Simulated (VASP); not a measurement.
# Si (Fd-3m) in VASP: further runs

Runs on Si. Level: PBE. Tasks: single point.

Everything below comes from runs of VASP 6.6.1. Logs are shortened: lines on timing, memory, paths and dates and some standing lists are left out, and cuts for length are marked.

## (1) The undisturbed crystal

The structure is cubic, space group Fd-3m (No. 227). The conventional cell has a = 5.444 Å, b = 5.444 Å, c = 5.444 Å, α = 90.00°, β = 90.00°, γ = 90.00°. Around Si (site symmetry -43m) lie 4 Si at 2.36 Å.

## (2) Single point, PBE (grid = ENCUT=350 dk=0.6 cell=3x3x2 ISMEAR=0 SIGMA=0.05 LREAL=Auto EDIFF=1e-06)

File INCAR:

```
SYSTEM = Si
  PREC = Accurate
  ENCUT = 350
  EDIFF = 1E-6
  ISMEAR = 0
  SIGMA = 0.05
  LREAL = Auto
  LASPH = .True.
  NELM = 120
  ALGO = Fast
  ISIF = 2
  LWAVE = .False.
  LCHARG = .False.
  GGA = PE
  NBANDS = 84
  NCORE = 1
  KPAR = 2
```

File KPOINTS:

```
regular mesh
0
Gamma
  2 2 2
  0 0 0
```

File POSCAR:

```
Si
1.0
    0.0000000000      8.1655535595      8.1655535595
    8.1655535595      0.0000000000      8.1655535595
    5.4437023730      5.4437023730      0.0000000000
Si
36
Direct
    0.1666666667      0.1666666667      0.2500000000
    0.1666666667      0.1666666667      0.7500000000
    0.1666666667      0.5000000000      0.2500000000
    0.1666666667      0.5000000000      0.7500000000
    0.1666666667      0.8333333333      0.2500000000
    0.1666666667      0.8333333333      0.7500000000
    0.5000000000      0.1666666667      0.2500000000
    0.5000000000      0.1666666667      0.7500000000
    0.5000000000      0.5000000000      0.2500000000
    0.5000000000      0.5000000000      0.7500000000
    0.5000000000      0.8333333333      0.2500000000
    0.5000000000      0.8333333333      0.7500000000
    0.8333333333      0.1666666667      0.2500000000
    0.8333333333      0.1666666667      0.7500000000
    0.8333333333      0.5000000000      0.2500000000
    0.8333333333      0.5000000000      0.7500000000
    0.8333333333      0.8333333333      0.2500000000
    0.8333333333      0.8333333333      0.7500000000
    0.2500000000      0.2500000000      0.3750000000
    0.2500000000      0.2500000000      0.8750000000
    0.2500000000      0.5833333333      0.3750000000
    0.2500000000      0.5833333333      0.8750000000
    0.2500000000      0.9166666667      0.3750000000
    0.2500000000      0.9166666667      0.8750000000
    0.5833333333      0.2500000000      0.3750000000
    0.5833333333      0.2500000000      0.8750000000
    0.5833333333      0.5833333333      0.3750000000
    0.5833333333      0.5833333333      0.8750000000
    0.5833333333      0.9166666667      0.3750000000
    0.5833333333      0.9166666667      0.8750000000
    0.9166666667      0.2500000000      0.3750000000
    0.9166666667      0.2500000000      0.8750000000
    0.9166666667      0.5833333333      0.3750000000
    0.9166666667      0.5833333333      0.8750000000
    0.9166666667      0.9166666667      0.3750000000
    0.9166666667      0.9166666667      0.8750000000
```

Potentials or basis: VASP PAW PBE potentials, release 64 (Si).

On the command line:

```console
$ cat potpaw_PBE.64/Si/POTCAR > POTCAR
$ mpirun -np 4 vasp_std > vasp.out
```

OUTCAR:

```text
SYSTEM = Si
   PREC = Accurate
   ENCUT = 350
   EDIFF = 1E-6
   ISMEAR = 0
   LREAL = Auto
   LASPH = .True.
   NELM = 120
   ISIF = 2
   GGA = PE

 Found      6 irreducible k-points:

 Following reciprocal coordinates:
            Coordinates               Weight
  0.000000  0.000000  0.000000      1.000000
  0.500000  0.000000  0.000000      2.000000
  0.500000  0.500000  0.000000      1.000000
  0.000000  0.000000  0.500000      1.000000
  0.500000  0.000000  0.500000      2.000000
  0.500000  0.500000  0.500000      1.000000
   k-points           NKPTS =      6   k-points in BZ     NKDIM =      6   number of bands    NBANDS=     84
   number of dos      NEDOS =    301   number of ions     NIONS =     36
   total plane-waves  NPLWV = 235200
   dimension x,y,z NGX =    70 NGY =   70 NGZ =   48
   dimension x,y,z NGXF=   140 NGYF=  140 NGZF=   96
   ions per type =              36
   NGX,Y,Z   is equivalent  to a cutoff of  10.08, 10.08, 10.37 a.u.
   NGXF,Y,Z  is equivalent  to a cutoff of  20.15, 20.15, 20.73 a.u.
 SYSTEM =  Si
   PREC   = accura    normal or accurate (medium, high low for compatibility)
   ISTART =      0    job   : 0-new  1-cont  2-samecut
   ICHARG =      2    charge: 1-file 2-atom 10-const
   ISPIN  =      1    spin polarized calculation?
   LNONCOLLINEAR =      F non collinear calculations
   LSORBIT =      F    spin-orbit coupling
   LASPH  =      T    aspherical Exc in radial PAW
   ENCUT  =  350.0 eV  25.72 Ry    5.07 a.u.  17.62 17.62 11.74*2*pi/ulx,y,z
   NELM   =    120;   NELMIN=  2; NELMDL= -5     # of ELM steps
   EDIFF  = 0.1E-05   stopping-criterion for ELM
   LREAL  =      T    real-space projection
   EDIFFG = 0.1E-04   stopping-criterion for IOM
   NSW    =      0    number of steps for IOM
   IBRION =     -1    ionic relax: 0-MD 1-quasi-New 2-CG
   NFREE  =      0    steps in history (QN), initial steepest desc. (CG)
   ISIF   =      2    stress and relaxation
   ISYM   =      2    0-nonsym 1-usesym 2-fastsym
   POTIM  = 0.5000    time-step for ionic-motion
   TEBEG  =    0.0;   TEEND  =   0.0 temperature during run
   PSTRESS=    0.0 pullay stress
   NELECT =     144.0000    total number of electrons
   NUPDOWN=      -1.0000    fix difference up-down
   EMIN   =  10.00;   EMAX   =-10.00  energy-range for DOS
   EFERMI =   0.00;   METHOD = LEGACY
   ISMEAR =     0;   SIGMA  =   0.05  broadening in eV -4-tet -1-fermi 0-gaus
   EFERMI_NEDOS =   21; number of points for ismear=-14 and -15
   IALGO  =     68    algorithm
   IMIX   =      4    mixing-type and parameters
     AMIX     =   0.40;   BMIX     =  1.00
     AMIX_MAG =   1.60;   BMIX_MAG =  1.00
  volume/ion in A,a.u.               =      20.16       136.08
  Fermi-wavevector in a.u.,A,eV,Ry     =   0.954766  1.804247 12.402783  0.911579
  Thomas-Fermi vector in A             =   2.083543
   LORBIT       =      0    0 simple, 1 ext, 2 COOP (PROOUT), +10 PAW based schemes
   GGA     = PE    functional components
   LHFCALC =     F    Hartree Fock is set to
   AEXX    =    0.0000 exact exchange contribution
   IVDW    =     0    specifies the selected vdW correction
   LEPSILON=     F    determine dielectric tensor
   LRPA    =     F    only Hartree local field effects (RPA)
 non-spin polarized calculation
 RMM-DIIS sequential band-by-band and
 Gauss-broadening in eV      SIGMA  =   0.05
  energy-cutoff  :      350.00
  volume of cell :      725.93
 maximum number of plane-waves:     10855
   NGX = 35   NGY = 35   NGZ = 23

 number of electron     143.9999994 magnetization

 Free energy of the ion-electron system (eV)
  ---------------------------------------------------
  ext. energy  EPLUGINS =         0.00000000
  ---------------------------------------------------
  free energy    TOTEN  =      -194.42641329 eV

  energy without entropy =     -194.42641329  energy(sigma->0) =     -194.42641329

 E-fermi :   6.0162     XC(G=0):  -9.3741

 val. band max:        5.7679392923   @ k =   0.0000   0.0000   0.0000
 cond. band min:       6.4860254453   @ k =   0.5000   0.5000   0.0000
 fundamental gap:      0.7180861530
 Fermi energy:         6.0161850788

 k-point     1 :       0.0000    0.0000    0.0000
  band No.  band energies     occupation
      1      -6.1457      2.00000
      2      -4.7779      2.00000
      3      -4.7779      2.00000
      4      -4.7779      2.00000
      5      -4.7779      2.00000
      6      -4.2528      2.00000
[... 76 lines left out ...]
     83       7.5036      0.00000
     84       7.5043      0.00000

 k-point     2 :       0.5000    0.0000    0.0000
  band No.  band energies     occupation
      1      -5.7867      2.00000
      2      -5.7867      2.00000
      3      -4.8542      2.00000
      4      -4.8542      2.00000
      5      -4.0542      2.00000
      6      -4.0542      2.00000
[... 76 lines left out ...]
     83       7.8140      0.00000
     84       8.1012      0.00000

 k-point     3 :       0.5000    0.5000    0.0000
  band No.  band energies     occupation
      1      -5.6644      2.00000
      2      -5.6644      2.00000
      3      -5.2022      2.00000
      4      -5.2021      2.00000
      5      -4.0532      2.00000
      6      -4.0532      2.00000
[... 76 lines left out ...]
     83       7.8032      0.00000
     84       7.8033      0.00000

 k-point     4 :       0.0000    0.0000    0.5000
  band No.  band energies     occupation
      1      -5.3508      2.00000
      2      -5.3508      2.00000
      3      -4.9009      2.00000
      4      -4.9009      2.00000
      5      -4.6363      2.00000
      6      -4.6363      2.00000
[... 76 lines left out ...]
     83       7.8344      0.00000
     84       7.9004      0.00000

 k-point     5 :       0.5000    0.0000    0.5000
  band No.  band energies     occupation
      1      -5.3392      2.00000
      2      -5.3392      2.00000
      3      -5.1143      2.00000
      4      -5.1143      2.00000
      5      -4.6735      2.00000
      6      -4.6735      2.00000
[... 76 lines left out ...]
     83       8.5371      0.00000
     84       8.7289      0.00000

 k-point     6 :       0.5000    0.5000    0.5000
  band No.  band energies     occupation
      1      -5.5797      2.00000
      2      -5.5797      2.00000
      3      -4.4313      2.00000
      4      -4.4313      2.00000
      5      -4.4313      2.00000
      6      -4.4313      2.00000
[... 76 lines left out ...]
     83       8.7445      0.00000
     84       8.7687      0.00000

------------------------ aborting loop because EDIFF is reached ----------------------------------------

  FORCE on cell =-STRESS in cart. coord.  units (eV):
  Direction    XX          YY          ZZ          XY          YZ          ZX
  --------------------------------------------------------------------------------------
  -------------------------------------------------------------------------------------
  Total        7.0801318      7.0801318      3.8462594      2.1196799      0.3323761      0.3323761
  in kB       15.6263048     15.6263048      8.4889411      4.6782694      0.7335754      0.7335753
  external PRESSURE =      13.2471836 kB  Pullay stress =       0.0000000 kB

 VOLUME and BASIS-vectors are now :
 -----------------------------------------------------------------------------
  energy-cutoff  :      350.00
  volume of cell :      725.93
      direct lattice vectors                 reciprocal lattice vectors
     0.000000000  8.165553559  8.165553559    -0.061232836  0.061232836  0.061232836
     8.165553559  0.000000000  8.165553559     0.061232836 -0.061232836  0.061232836
     5.443702373  5.443702373  0.000000000     0.091849254  0.091849254 -0.091849254

 POSITION                                       TOTAL-FORCE (eV/Angst)
 -----------------------------------------------------------------------------------
      2.72185      2.72185      2.72185         0.001401      0.001401     -0.003290
      5.44370      5.44370      2.72185         0.001401      0.001401     -0.003290
      5.44370      2.72185      5.44370         0.001401      0.001401     -0.003290
      8.16555      5.44370      5.44370         0.001401      0.001401     -0.003290
      8.16555      2.72185      8.16555         0.001401      0.001401     -0.003290
     10.88740      5.44370      8.16555         0.001401      0.001401     -0.003290
[... 28 lines left out ...]
      9.52648      9.52648     14.97018        -0.001401     -0.001401      0.003290
     12.24833     12.24833     14.97018        -0.001401     -0.001401      0.003290
 -----------------------------------------------------------------------------------
    total drift:                                0.000000      0.000000      0.000001

  FREE ENERGIE OF THE ION-ELECTRON SYSTEM (eV)
  ---------------------------------------------------
  free  energy   TOTEN  =      -194.4264132878 eV

  energy  without entropy=     -194.4264132878  energy(sigma->0) =     -194.42641329
```

Wall time 2.1 min (4 MPI ranks of Intel Xeon Platinum 8559C (Emerald Rapids), shared host); peak memory 0.38 GiB.

The run converged, but some of its settings lie outside the range that counts as converged, so its numbers aren't taken as properties of the crystal.

What came out:

* Free energy: -194.4264 eV
* Pressure: 1.3 GPa
* Band gap on the k mesh: 0.72 eV

Caveat: the k mesh is coarse (spacing up to 0.50 Å⁻¹), so the values aren't converged; the result breaks the symmetry of the cell; the real-space grid breaks the cell's symmetry a little.

## (3) Single point, PBE (grid = ENCUT=300 dk=0.45 cell=3x3x2 ISMEAR=0 SIGMA=0.05 LREAL=Auto EDIFF=1e-06)

INCAR: that of step 2 with these lines changed.

```diff
@@ -2,3 +2,3 @@
   PREC = Accurate
-  ENCUT = 350
+  ENCUT = 300
   EDIFF = 1E-6
```

File KPOINTS:

```
regular mesh
0
Gamma
  2 2 3
  0 0 0
```

POSCAR is that of step 2.

Potentials or basis: VASP PAW PBE potentials, release 64 (Si).

On the command line:

```console
$ cat potpaw_PBE.64/Si/POTCAR > POTCAR
$ mpirun -np 4 vasp_std > vasp.out
```

Run time: 1.9 min. Hardware: 4 MPI ranks of Intel Xeon Platinum 8559C (Emerald Rapids), shared host; peak memory 0.37 GiB.

These settings aren't checked as converged: the numbers below hold their error.

What came out:

```
Free energy            : -194.7333 eV
Pressure               : 1.2 GPa
Band gap on the k mesh : 0.73 eV
```

Caveat: the cutoff is under 1.25 times the usual one of these potentials, so pressure, stress and relaxed cells hold a basis-set (Pulay) error; an odd mesh through Γ misses points on the zone boundary, where band edges often lie.

(Part 1 of 2 ends here.)
